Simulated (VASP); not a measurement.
## TiAl3 under changes of volume

One of the cells (16.612 Å³/atom); the others are scaled copies at fixed shape and fractional positions:

```
Ti Al
1.0
     2.85848    0.00000    0.00000
     0.00000    4.71227    0.00000
     0.00000    0.00000    4.93320
Ti Al
1 3
Direct
  0.00000 0.50000 0.16592
  0.00000 0.00000 0.83590
  0.50000 0.00000 0.33091
  0.50000 0.50000 0.66727
```

The cell comes from a database or a generator and needn't be the stable form of this composition.

- Program: VASP 6.6.1
- Functional: PBEsol
- Potentials or basis: VASP PAW PBE potentials, release 64 (Ti_sv, Al)
- Cutoff: 520 eV
- k mesh: 9 × 6 × 6
- Occupations: fermi-dirac, width 0.05 eV
- Spin: no spin polarisation

```tsv
volume (Å³/atom)	energy over the lowest point (meV/atom)	pressure (GPa)	largest force (eV/Å)
15.310	7.79	4.3	0.046
15.635	1.52	1.9	0.035
15.961	0.00	-0.3	0.040
16.612	9.37	-4.1	0.055
16.938	19.45	-5.8	0.062
17.264	?	?	?
```

Task: What does the run at 17.264 Å³/atom give?

Result: Energy over the lowest point 32.66 meV/atom; pressure -7.2 GPa; largest force 0.068 eV/Å.

Worked out: A Birch-Murnaghan fit of order 3 (a polynomial in V^(-2/3)) to the other rows has its minimum at 15.91 Å³/atom with B0 = V·E''(V) = 105 GPa and B' = 4.2 at fixed shape and positions, which overstates the stiffness. It gives 32.65 meV/atom at 17.264 Å³/atom, against the run's 32.66, and -dE/dV = -7.2 GPa, against -7.2.

Energies are extrapolated to zero smearing.

Caveats: the PAW data sets were made with another functional, which shifts forces and pressure a little.
